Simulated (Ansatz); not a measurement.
Crystal: BN.

```xyz
2
Lattice="1.2511 0.7223 3.3729 -1.2511 0.7223 3.3729 0.0000 -1.4447 3.3729" Properties=species:S:1:pos:R:3 pbc="T T T"
N     0.0000    0.0000    6.7517
B     0.0000    0.0000    0.0033
```

The cell is a database's computed one.

* Program: Ansatz 0.2.0
* Task: relaxation of cell and atoms
* Functional: LDA
* Potentials or basis: Ansatz PAW
* Cutoff: 420 eV (not typed: the program's choice for these potentials)
* k mesh: 12 × 12 × 12
* Occupations: fermi-dirac, width 0.05 eV
* Spin: no spin polarisation

At the start: volume 9.14 Å³/atom.

Task: How do energy, volume and symmetry change on relaxing?

Result: It ends after 11 steps and the volume is 8.65 Å³/atom (-5.4 %); space group R3m (No. 160, to 0.05 Å).

The path:
```csv
step,energy change (eV),largest force (eV/Å),volume (Å³)
1,0.0000,0.0024,18.29
2,-0.0065,0.0043,17.88
3,-0.0089,0.0012,17.57
4,-0.0089,0.0008,17.57
5,-0.0060,0.0007,17.57
6,-0.0073,0.0002,17.38
7,-0.0063,0.0003,17.38
8,-0.0067,0.0001,17.32
9,-0.0064,0.0000,17.32
10,-0.0065,0.0001,17.30
11,-0.0064,0.0000,17.30
```

Final structure:
```
CELL_PARAMETERS angstrom
1.24430 0.71839 3.22473
-1.24430 0.71839 3.22473
0.00000 -1.43679 3.22473
ATOMIC_POSITIONS crystal
N 0.66731 0.66731 0.66731
B 0.00026 0.00026 0.00026
```

Caveat: the plane-wave basis is chosen anew once the cell has moved, so the energies of steps on either side of that aren't comparable; the pressure holds a Pulay correction of +0.8 GPa for the finite cutoff; the PAW data sets come from PBE, with cores solved anew for the run's functional, which leaves a small shift of forces and pressure.
